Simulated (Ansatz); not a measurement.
Input file:

```yaml
crystal:
  lattice:
    - [0.0, 5.43, 5.43]
    - [5.43, 0.0, 5.43]
    - [5.43, 5.43, 0.0]
  atoms:
    - { symbol: Si, position: [0.02779911, 0.04131047, -0.06894013] }
    - { symbol: Si, position: [0.16011596, 0.11377548, 0.10748145] }
    - { symbol: Si, position: [-0.00918869, 0.04998719, 0.47281062] }
    - { symbol: Si, position: [0.16964202, 0.1429006, 0.56740333] }
    - { symbol: Si, position: [0.00863435, 0.4894665, 0.04712112] }
    - { symbol: Si, position: [0.16604798, 0.67929203, 0.07236556] }
    - { symbol: Si, position: [0.01071355, 0.50630041, 0.53760883] }
    - { symbol: Si, position: [0.08899536, 0.66388994, 0.66871831] }
    - { symbol: Si, position: [0.52810229, -0.03011786, 0.02289952] }
    - { symbol: Si, position: [0.6683604, 0.1053454, 0.10941251] }
    - { symbol: Si, position: [0.54638497, -0.00524015, 0.46770196] }
    - { symbol: Si, position: [0.62469187, 0.10748986, 0.63777799] }
    - { symbol: Si, position: [0.53847815, 0.486327, 0.00202199] }
    - { symbol: Si, position: [0.65651322, 0.61126378, 0.15121027] }
    - { symbol: Si, position: [0.47016395, 0.50961866, 0.53569735] }
    - { symbol: Si, position: [0.64945454, 0.61671918, 0.61584013] }
    - { symbol: O, position: [0.13650595, 0.66870078, 0.30493754], spin: 1.0 }
magnetization:
  spin_polarized: true
basis:
  ecutwfc: 420.0
kpoints:
  mp_grid: { grid: [2, 2, 2] }
hamiltonian:
  xc: lda
  pseudopotentials: { kind: paw, azcp: { folder: soft_1 } }
scf:
  occupations: { method: fermi_dirac, width: 0.02 }
  lower_state_search: "off"
md:
  timestep: 1
  n_steps: 130
  ensemble: nvt_langevin
  temperature: 840.0
  initial_velocities: maxwell_boltzmann
  seed: 240938
  friction: 0.02
```

Run as:

```bash
$ ansatz run input.yaml --threads 1 --pin off --max-ram 3072MiB --backend cpu --events-out ev --progress --plain --runs-dir out
```

Hardware: 1 thread of Arm Neoverse V2, on a shared host.

**Question.** Roughly how long does this run take, and how much memory?

**Answer.** 23 min, with a peak of 0.62 GiB, for 131 ionic steps.
